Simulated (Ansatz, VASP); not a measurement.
**PbSe (Clausthalite) in two plane-wave programs**

One calculation is typed for both programs; each brings its own data sets and cutoff. How far apart do they land? The cell is taken from a series of VASP runs on this material, whose earlier steps may have relaxed, scaled or displaced it; both programs get it as it stands.

Main program and level: Ansatz 0.2.0; plane waves, with VASP 6.6.1 beside it; band structure at PBE0 and band structure at r2SCAN-EpsX with an exact-exchange share of 0.011.

## 1. The starting structure

The structure is cubic, space group Fm-3m (No. 225). Conventional cell: a = 6.121 Å, b = 6.121 Å, c = 6.121 Å, α = 90.00°, β = 90.00°, γ = 90.00°. Nearest to Pb lie 6 Se at 3.06 Å. Se has 6 Pb at 3.06 Å nearest. Farther neighbours and most contacts between anions are not listed.

Structure file:

```xyz
2
Lattice="0.0000 3.0606 3.0606 3.0606 0.0000 3.0606 3.0606 3.0606 0.0000" Properties=species:S:1:pos:R:3 pbc="T T T"
Pb    0.0000    0.0000    0.0000
Se    3.0606    3.0606    3.0606
```

## 2. VASP: band structure, PBE0

Levels along a path test the potential and the projectors away from the mesh points.

Lines of VASP's logs that name or quote its potential files are left out, and so is its time.

The run reads the wave functions of an earlier VASP run, which isn't shown here.

INCAR

```
SYSTEM = PbSe
PREC = Accurate
ENCUT = 350
EDIFF = 1E-06
NELM = 100
ISMEAR = 0
SIGMA = 0.03
LREAL = .FALSE.
ALGO = Normal
LHFCALC = .TRUE.
AEXX = 0.25
GGA = PE
LASPH = .TRUE.
NBANDS = 16
PRECFOCK = Fast
HFRCUT = -1
LORBIT = 11
LWAVE = .FALSE.
LCHARG = .FALSE.
KPAR = 4
```

POSCAR

```
PbSe
1.0
    0.0000000000      3.0606500000      3.0606500000
    3.0606500000      0.0000000000      3.0606500000
    3.0606500000      3.0606500000      0.0000000000
Pb Se
1 1
Direct
    0.0000000000      0.0000000000      0.0000000000
    0.5000000000      0.5000000000      0.5000000000
```

KPOINTS

```
Automatic mesh
0
Gamma
4 4 4
0 0 0
```

KPOINTS_OPT

```
Line mode
10
Line-mode
Reciprocal
  0.00000000   0.00000000   0.00000000 GAMMA
  0.50000000   0.00000000   0.50000000 X

  0.50000000   0.00000000   0.50000000 X
  0.50000000   0.25000000   0.75000000 W

  0.50000000   0.25000000   0.75000000 W
  0.37500000   0.37500000   0.75000000 K

  0.37500000   0.37500000   0.75000000 K
  0.00000000   0.00000000   0.00000000 GAMMA

  0.00000000   0.00000000   0.00000000 GAMMA
  0.50000000   0.50000000   0.50000000 L

  0.50000000   0.50000000   0.50000000 L
  0.62500000   0.25000000   0.62500000 U

  0.62500000   0.25000000   0.62500000 U
  0.50000000   0.25000000   0.75000000 W

  0.50000000   0.25000000   0.75000000 W
  0.50000000   0.50000000   0.50000000 L

  0.50000000   0.50000000   0.50000000 L
  0.37500000   0.37500000   0.75000000 K

  0.62500000   0.25000000   0.62500000 U
  0.50000000   0.00000000   0.50000000 X
```

The projector-augmented-wave data sets are Pb_d and Se (PBE family, release 64).

The run is started by

```console
$ mpirun -np 4 vasp_std
```

Numbers of over 12 decimals in the logs are rounded to 6 here.

Output:

```text
[banner, memory and clock lines left out]
running    4 mpi-ranks, on    1 nodes
 distrk:  each k-point on    1 cores,    4 groups
 distr:  one band on    1 cores,    1 groups

 POSCAR found type information on POSCAR PbSe
 POSCAR found :  2 types and       2 ions
 LDA part: xc-table for (Slater+PW92), standard interpolation
 found WAVECAR, reading the header
 POSCAR, INCAR and KPOINTS ok, starting setup
 FFT: planning ... GRIDC
 FFT: planning ... GRID_SOFT
 FFT: planning ... GRID
 HFRCUT set to (new)   9.568726
 reading WAVECAR
 the WAVECAR file was read successfully
 initial charge from wavefunction
 entering main loop
       N       E                     dE             d eps       ncg     rms          rms(c)
DAV:   1    -0.107064379870E+02   -0.10706E+02   -0.12845E+00   312   0.147E+01    0.172E+00
DAV:   2    -0.107170143014E+02   -0.10576E-01   -0.58627E-02   296   0.187E+00    0.116E+00
DAV:   3    -0.107104639780E+02    0.65503E-02   -0.84415E-03   368   0.122E+00    0.690E-01
DAV:   4    -0.107090696839E+02    0.13943E-02   -0.31614E-03   328   0.590E-01    0.403E-01
DAV:   5    -0.107088957653E+02    0.17392E-03   -0.70522E-04   336   0.260E-01    0.232E-01
DAV:   6    -0.107088177353E+02    0.78030E-04   -0.73553E-05   336   0.107E-01    0.125E-01
DAV:   7    -0.107087834304E+02    0.34305E-04   -0.21564E-05   312   0.496E-02    0.637E-02
DAV:   8    -0.107087736370E+02    0.97934E-05   -0.80387E-06   304   0.220E-02    0.313E-02
DAV:   9    -0.107087709156E+02    0.27213E-05   -0.19019E-06   280   0.101E-02    0.157E-02
DAV:  10    -0.107087702043E+02    0.71130E-06   -0.57877E-07   176   0.598E-03
   1 F= -.10708770E+02 E0= -.10708770E+02  d E =-.341907E-14
 Start KPOINTS_OPT (optional k-point list driver)
k-point batch [1-8\100]
       N       E                     dE             ncg
DAV:   1     0.154981435166E+03   -0.15039E+04      272
DAV:   2    -0.117174228259E+04   -0.13267E+04      264
DAV:   3    -0.126504002897E+04   -0.93298E+02      328
DAV:   4    -0.126754694154E+04   -0.25069E+01      312
DAV:   5    -0.126761513196E+04   -0.68190E-01      360
DAV:   6    -0.126761910613E+04   -0.39742E-02      376
DAV:   7    -0.126761918586E+04   -0.79730E-04      336
DAV:   8    -0.126761918663E+04   -0.77025E-06      256
[...]
k-point batch [97-100\100]
       N       E                     dE             ncg
DAV:   1     0.242951062446E+04   -0.20173E+04      128
DAV:   2     0.177176704222E+04   -0.65774E+03      136
DAV:   3     0.172210934710E+04   -0.49658E+02      168
DAV:   4     0.172083216763E+04   -0.12772E+01      192
DAV:   5     0.172079541932E+04   -0.36748E-01      192
DAV:   6     0.172079291601E+04   -0.25033E-02      224
DAV:   7     0.172079289085E+04   -0.25155E-04      192
DAV:   8     0.172079289065E+04   -0.19828E-06      144
```

Parts of OUTCAR (step 2):

```text
ion  position               nearest neighbor table
   1  0.000  0.000  0.000-   2 3.06   2 3.06   2 3.06   2 3.06   2 3.06   2 3.06
   2  0.500  0.500  0.500-   1 3.06   1 3.06   1 3.06   1 3.06   1 3.06   1 3.06

  LATTYP: Found a face centered cubic cell.
 ALAT       =     6.1213000000

 Subroutine GETGRP returns: Found 48 space group operations
 (whereof 48 operations were pure point group operations)

The static configuration has the point symmetry O_h .

 Found      8 irreducible k-points:

   k-points           NKPTS =      8   k-points in BZ     NKDIM =     64   number of bands    NBANDS=     16

   dimension x,y,z NGX =    28 NGY =   28 NGZ =   28
   dimension x,y,z NGXF=    56 NGYF=   56 NGZF=   56

   ENCUT  =  350.0 eV  25.72 Ry    5.07 a.u.   6.60  6.60  6.60*2*pi/ulx,y,z

   NELECT =      20.0000    total number of electrons

 k-points in reciprocal lattice and weights: Automatic mesh
   0.00000000  0.00000000  0.00000000       0.016
   0.25000000  0.00000000  0.00000000       0.125
   0.50000000  0.00000000  0.00000000       0.062
   0.25000000  0.25000000  0.00000000       0.094
   0.50000000  0.25000000  0.00000000       0.375
  -0.25000000  0.25000000  0.00000000       0.188
   0.50000000  0.50000000  0.00000000       0.047
  -0.25000000  0.50000000  0.25000000       0.094

  exchange ACFDT corr.  =         0.00000000  see jH, gK, PRB 81, 115126

 average (electrostatic) potential at core
       1 -86.2152       2 -48.7218

 E-fermi :   4.6477

 k-point     1 :       0.0000    0.0000    0.0000
  band No.  band energies     occupation
    ...
      6     -10.7181      2.00000
      7      -2.2811      2.00000
      8       2.2114      2.00000
      9       2.2114      2.00000
     10       2.2114      2.00000
     11      10.6636      0.00000
     12      10.6636      0.00000
     13      10.6636      0.00000
     14      12.3010      0.00000
     15      12.3010      0.00000
    ...

 k-point     2 :       0.2500    0.0000    0.0000
  band No.  band energies     occupation
    ...
      6     -10.1676      2.00000
      7      -3.7968      2.00000
      8       2.4097      2.00000
      9       2.4097      2.00000
     10       3.3481      2.00000
     11       7.7530      0.00000
     12       8.5965      0.00000
     13       8.5965      0.00000
     14      12.3160      0.00000
     15      13.6048      0.00000
    ...

 k-point     3 :       0.5000    0.0000    0.0000
  band No.  band energies     occupation
    ...
      6      -9.5026      2.00000
      7      -5.2656      2.00000
      8       2.6773      2.00000
      9       2.6773      2.00000
     10       4.4934      2.00000
     11       5.7803      0.00000
     12       7.2692      0.00000
     13       7.2692      0.00000
     14      14.4649      0.00000
     15      16.2025      0.00000
    ...

  energy-cutoff  :      350.00
  volume of cell :       57.34
      direct lattice vectors                 reciprocal lattice vectors
     0.000000000  3.060650000  3.060650000    -0.163363991  0.163363991  0.163363991
     3.060650000  0.000000000  3.060650000     0.163363991 -0.163363991  0.163363991
     3.060650000  3.060650000  0.000000000     0.163363991  0.163363991 -0.163363991

 POSITION                                       TOTAL-FORCE (eV/Angst)
 -----------------------------------------------------------------------------------
      0.00000      0.00000      0.00000        -0.000000      0.000000      0.000000
      3.06065      3.06065      3.06065         0.000000      0.000000     -0.000000
 -----------------------------------------------------------------------------------
    total drift:                                0.000001      0.000001      0.000001

  FREE ENERGIE OF THE ION-ELECTRON SYSTEM (eV)
  ---------------------------------------------------
  free  energy   TOTEN  =       -10.7087702043 eV

  energy  without entropy=      -10.7087702043  energy(sigma->0) =      -10.70877020

 total charge
# of ion       s       p       d       tot
------------------------------------------
    1        1.519   0.487   9.845  11.851
    2        1.472   2.393   0.016   3.880
--------------------------------------------------
tot          2.990   2.880   9.861  15.731

[... 3 further parts left out ...]
```

The k-mesh is coarse for unscreened exact exchange, which converges slowly with it.

## 3. Ansatz: band structure, PBE0

Ansatz runs on its default PAW (the set named soft_2) files.

The same cell, functional, mesh and smearing now go to Ansatz, which takes its cutoff from its data sets.

input.yaml

```yaml
crystal:
  lattice:
    - [0.0, 3.06065, 3.06065]
    - [3.06065, 0.0, 3.06065]
    - [3.06065, 3.06065, 0.0]
  atoms:
    - { symbol: Pb, position: [0.0, 0.0, 0.0] }
    - { symbol: Se, position: [0.5, 0.5, 0.5] }
hamiltonian:
  xc: pbe0
  pseudopotentials: { kind: paw }
kpoints:
  mp_grid: { grid: [4, 4, 4] }
  band_path:
    path:
      - [0.0, 0.0, 0.0]
      - [0.5, 0.0, 0.5]
      - [0.5, 0.22222, 0.72222]
      - [0.40278, 0.34722, 0.75]
      - [0.125, 0.125, 0.25]
      - [0.27778, 0.27778, 0.27778]
      - [0.5, 0.5, 0.5]
      - [0.55556, 0.38889, 0.55556]
      - [0.58333, 0.25, 0.66667]
      - [0.5, 0.30556, 0.69444]
      - [0.48611, 0.48611, 0.52778]
      - [0.625, 0.25, 0.625]
      - [0.5, 0.0, 0.5]
    npoints: 1
scf:
  occupations: { method: gaussian, width: 0.03 }
  n_extra_bands: 7
output:
  forces: true
  stress: true
  eigenvalues: true
```

The run is started by

```console
$ ansatz run input.yaml --threads 4 --pin off --max-ram 9216MiB --backend cpu --events-out ev --progress --plain --runs-dir out
```

Output:

```text
Warning: output.stress: scf.convergence.dr2_threshold = 1e-7 eV (the SCF's general default) is looser than the 2e-10 eV advised for a printed stress (1e-10 eV for each atom of the cell: 2). What an SCF threshold leaves in a stress goes as its square root, and in the free energy as the threshold itself, and one threshold admits the most on a small cell: [figures from the program's tests cut] Set scf.convergence.dr2_threshold to 2e-10 eV or tighter. The threshold is an SCF's pass mark: one that does not reach it within its budget of iterations ends unconverged, or closes short of it on a stop that the run arms, and scf.convergence.dr2_threshold's page says what that costs each kind of run
Warning: output.stress: scf.exx.energy_threshold = 1e-6 eV is looser than the 2e-8 eV advised for a stress under a hybrid functional (1e-8 eV for each atom of the cell: 2). Every SCF of the exchange loop can meet its threshold on dr2 while the loop round them stops early: no threshold on dr2 bounds what that leaves in the stress. Set scf.exx.energy_threshold to 2e-8 eV or tighter. The threshold is the loop's pass mark: a loop that does not reach it within its budget of cycles ends unconverged, and scf.exx.energy_threshold's page has the law
scf.n_extra_bands = 7 over 15 filled bands (N_el = 30.0): the run solves 22 bands
Engine: ansatz 0.2.0, aarch64-unknown-linux-gnu
Pseudopotentials: kind: paw
Pseudopotential: Pb, paw, valence charge 14, recommended cutoff 420 eV (normal), Pb.paw.azcp
Pseudopotential: Se, paw, valence charge 16, recommended cutoff 420 eV (normal), Se.paw.azcp
Functional definition: PBE0
  parameter a = 0.25
  parameter kappa = 0.804
  parameter beta = 0.066725
  exchange = (1 - a)*pbe_x(kappa = kappa, mu = beta*pi^2/3) + a*exact_x
  correlation = pbe_c(beta = beta)
Crystal: 2 atoms, lattice volume = 57.342 Å³
Basis set: ecut = 420 eV, 1139 PW (Γ), exchange–correlation on 60×60×60 points (8 copies of the dense FFT grid, shifted against one another)
Bands: 22, of which v1, the nominal top of the filled ones, is band 15 counted from 1 (14 counted from 0)
Symmetry: 48 space group operations
Space group: Fm-3m (ITA 225), of the structure as read, at distance tolerance 3.9e-5 Å
k-points: 8 of 64
Non-local potential: Pb, projectors of the file, l = 0: 2, l = 1: 2, l = 2: 2, l = 3: 2
Non-local potential: Se, projectors of the file, l = 0: 2, l = 1: 2, l = 2: 3, l = 3: 1
PAW form: soft (Blöchl's): semilocal exchange-correlation on the pseudo side does not see the compensation charge
PAW frozen core: Pb, regenerated for the run's functional, and the local potential with it (the file was generated under x = pbe(κ = 0.804, μ = 0.219515), c = pbe(β = 0.066725))
PAW frozen core: Se, regenerated for the run's functional, and the local potential with it (the file was generated under x = pbe(κ = 0.804, μ = 0.219515), c = pbe(β = 0.066725))
PAW one-centre angular grid: Pb, 590 points (default); XC on 64 Gauss nodes
PAW one-centre angular grid: Se, 590 points (default); XC on 64 Gauss nodes
Initial density: superposition of atomic densities (neutral atoms: chi_scale 0, normalization atom), corrected by the library's trained network
Initial wavefunctions: pseudopotential atomic-orbital guess
Functional: x = pbe(κ = 0.804, μ = 0.219515), c = pbe(β = 0.066725), warm-up for x = 0.75 pbe(κ = 0.804, μ = 0.219515) + 0.25 exact, c = pbe(β = 0.066725)
SCF iter   1: F=—  HF=-17376.593714 eV  |F-HF|=—  |Δ(HF+E_count)|=         —  Δρ=8.09e-4  dr2=2.75e-4  ethr=1.77e-3  ⟨swp⟩=13.0  Hψ=830  notcnv=0
preconditioner: auto → none  [insulator: Δε(μ)=0.287 eV  Ē_g=17.911 eV  σ=0.030 eV  W_gap=1.00  n_scr=14 (ndim 8)  ℏωp=21.9 eV  f_vac=0.019  D(μ)=0.00/eV (n_scr^D=0)]
SCF iter   2: F=—  HF=-17376.593878 eV  |F-HF|=—  |Δ(HF+E_count)|=   1.64e-4  Δρ=3.12e-4  dr2=5.77e-5  ethr=9.17e-7  ⟨swp⟩=5.2  Hψ=590  notcnv=0  defer=4
iter 3 solved again at ethr=1.66e-8 eV; its pass at ethr=1.92e-7 eV (dr2=4.99e-6 eV) is discarded
SCF iter   3: F=-17376.593907 eV  HF=-17376.593897 eV  |F-HF|=9.45e-6  |Δ(HF+E_count)|=   1.91e-5  Δρ=1.36e-4  dr2=5.19e-6  ethr=1.66e-8  ⟨swp⟩=3.0  Hψ=631  notcnv=0
SCF 1 stopped early in 3 iterations: F = -17376.593907 eV  dr2 = 5.19e-6
  greatest PAW one-centre occupation: 1.000 electrons in one spin orbital (limit 2), on the Se atom at site 1 (counted from 0), in its partial waves of l = 2
Initial density: handed on by an earlier stage of this run
Initial wavefunctions: those handed on with the density
Functional: x = 0.75 pbe(κ = 0.804, μ = 0.219515) + 0.25 exact, c = pbe(β = 0.066725)
Frozen-core exchange: fock
SCF iter   1: F=—  HF=-17378.606840 eV  |F-HF|=—  |Δ(HF+E_count)|=         —  Δρ=5.20e-3  dr2=1.58e-2  ethr=1.73e-7  ⟨swp⟩=9.2  Hψ=953  notcnv=0
preconditioner: auto → none  [insulator: Δε(μ)=1.258 eV  Ē_g=20.584 eV  σ=0.030 eV  W_gap=1.00  n_scr=14 (ndim 8)  ℏωp=21.9 eV  f_vac=0.019  D(μ)=0.00/eV (n_scr^D=0)]
SCF iter   2: F=—  HF=-17378.598611 eV  |F-HF|=—  |Δ(HF+E_count)|=   8.23e-3  Δρ=2.28e-3  dr2=3.10e-3  ethr=1.73e-7  ⟨swp⟩=4.9  Hψ=618  notcnv=0
SCF iter   3: F=—  HF=-17378.607291 eV  |F-HF|=—  |Δ(HF+E_count)|=   8.68e-3  Δρ=1.37e-3  dr2=1.14e-3  ethr=1.73e-7  ⟨swp⟩=4.1  Hψ=573  notcnv=0
SCF iter   4: F=—  HF=-17378.606949 eV  |F-HF|=—  |Δ(HF+E_count)|=   3.42e-4  Δρ=3.92e-4  dr2=1.41e-4  ethr=1.73e-7  ⟨swp⟩=4.0  Hψ=446  notcnv=0
SCF iter   5: F=—  HF=-17378.607254 eV  |F-HF|=—  |Δ(HF+E_count)|=   3.06e-4  Δρ=2.21e-4  dr2=6.23e-5  ethr=1.73e-7  ⟨swp⟩=3.2  Hψ=320  notcnv=0
SCF iter   6: F=-17378.607246 eV  HF=-17378.607246 eV  |F-HF|=4.80e-7  |Δ(HF+E_count)|=   8.18e-6  Δρ=3.31e-5  dr2=9.17e-7  ethr=1.73e-7  ⟨swp⟩=3.4  Hψ=331  notcnv=0
SCF 2 stopped early in 6 iterations: F = -17378.607246 eV  dr2 = 9.17e-7
hybrid outer 1: dexx = +1.105e-2 eV, tail = 4.81e-5 eV
Frozen-core exchange: fock
SCF iter   1: F=—  HF=-17378.607317 eV  |F-HF|=—  |Δ(HF+E_count)|=         —  Δρ=6.28e-5  dr2=1.15e-6  ethr=8.02e-7  ⟨swp⟩=4.6  Hψ=442  notcnv=0
preconditioner: auto → none  [insulator: Δε(μ)=1.285 eV  Ē_g=20.572 eV  σ=0.030 eV  W_gap=1.00  n_scr=14 (ndim 8)  ℏωp=21.9 eV  f_vac=0.019  D(μ)=0.00/eV (n_scr^D=0)]
SCF iter   2: F=—  HF=-17378.607318 eV  |F-HF|=—  |Δ(HF+E_count)|=   5.18e-7  Δρ=3.07e-5  dr2=2.38e-7  ethr=3.70e-9  ⟨swp⟩=4.0  Hψ=483  notcnv=0
SCF iter   3: F=—  HF=-17378.607318 eV  |F-HF|=—  |Δ(HF+E_count)|=   1.28e-8  Δρ=8.88e-6  dr2=1.94e-8  ethr=7.80e-10  ⟨swp⟩=2.6  Hψ=308  notcnv=0  defer=3
SCF iter   4: F=-17378.607318 eV  HF=-17378.607318 eV  |F-HF|=1.58e-9  |Δ(HF+E_count)|=   1.01e-8  Δρ=2.67e-6  dr2=4.89e-9  ethr=5.50e-11  ⟨swp⟩=4.8  Hψ=436  notcnv=0  defer=1
SCF 3 converged in 4 iterations: F = -17378.607318 eV  dr2 = 4.89e-9
  Residual-converged pass: ⟨swp⟩=3.0  Hψ=347  notcnv=0  max |occ|·‖R‖ = 2.1e-6 eV (tolerance 2.4e-6 eV)  dr2=4.96e-9  dr2_onsite=8.17e-10  max |Δocc| = 1.3e-208
hybrid outer 2: dexx = +5.236e-7 eV, tail = 2.96e-8 eV, Δε = 1.86e-3 eV (about 7.32e-5 eV left of the loop's levels)
NSCF: frozen V_eff on 13 k-points
hybrid SCF converged: 2 outer / 10 inner (+3 warm-up), last move |dexx| = 5.24e-7 eV, tail = 2.96e-8 eV
Stability not checked: this state was not tested for a lower state beside it, because the functional holds exact exchange (a hybrid, or Hartree-Fock), whose exchange loop this test does not read (fock_operator; see scf.lower_state_search)
Free energy (F): -17378.607318 eV
Frozen-core exchange: fock
Harris-Foulkes:  -17378.607318 eV  (|F-HF|=1.58e-9)
Internal energy: -17378.607318 eV  (E = F + TS)
E sigma→0 (E₀):  -17378.607318 eV
Fermi energy:    9.103288 eV
--- Per-component energies (eV) ---
  E_band       = -508.183334
  E_kinetic    = 404.882418
  E_local      = -3527.928122  (includes V_loc(G=0)·N_el)
  E_nonlocal   = -246.191995
  E_hartree    = 1644.857425
  E_xc         = -250.429719
  E_vxc        = -178.606697  (∫ρ·V_xc dr)
  E_exx        = -111.950439  (= α·E_x^exact, valence–valence)
  E_paw        = -12279.411623  (= ΣΔE_a)
  E_vpaw       = -26.149758  (= ΣTr[D̂ρ^β])
  E_aug_tail   = -0.000503  (compensation charges beyond the density's cutoff)
  E_ewald      = -3011.707258
  E_core_change = -0.727505  (= ΣΔE_core)
  E_smearing   = -0.000000  (= −TS)
  E_closure    = 0.000004  (closes the sum)
  Σ components = -17378.607318   (vs F -17378.607318, Δ=0.00e0)
--- Forces (eV/Å), atoms counted from 1 ---
  atom   1  Pb    -0.00000000     0.00000000     0.00000000
  atom   2  Se    -0.00000000     0.00000000     0.00000000
  max |Σ_I F_I| component: 4.34e-29 eV/Å
--- Stress (GPa, compression-positive) ---
        1.385390       0.000000       0.000000
       -0.000000       1.385390       0.000000
       -0.000000      -0.000000       1.385390
  P = ⅓ Tr σ = 1.3854 GPa (13.854 kbar)
--- Band table (eV; the first three rows and the last of 8) ---
  k-point 0: bands = [... 11 lower, 1.7192, 6.1904, 6.1904, 6.1904, 14.6092, 14.6092, 14.6092, 16.2624, ... 3 higher]
  k-point 1: bands = [... 11 lower, 0.1607, 6.3823, 6.3823, 7.3152, 11.7270, 12.5567, 12.5567, 16.2717, ... 3 higher]
  k-point 2: bands = [... 11 lower, -1.2908, 6.6436, 6.6436, 8.4605, 9.7460, 11.2242, 11.2242, 18.4309, ... 3 higher]
  k-point 7: bands = [... 11 lower, -0.3404, 3.5564, 3.5564, 7.4870, 11.4726, 14.7817, 14.7817, 17.6790, ... 3 higher]
```

The job ended after 24 s (4 threads of Arm Neoverse V1, shared host; peak memory 0.79 GiB; 88 s of CPU time).

Reading the cycles: dr2 is the Hartree energy of the density residual (eV), the measure of convergence; HF is the Harris–Foulkes estimate of the energy, which meets the free energy F at convergence.

(Continued in part 2 of 2.)

[Lines on the potential files, build, host, timing and source positions are cut from VASP's logs without a mark.]

[Logs are printed without paths, hosts, clocks, repeated set-up lines and the standing remarks that a program may print on its own settings, such as how far it seeks lower states.]

[Hosts, paths, dates, database ids (printed as entryN), source tags and the programs' standing remarks are cut or masked in the printed files.]
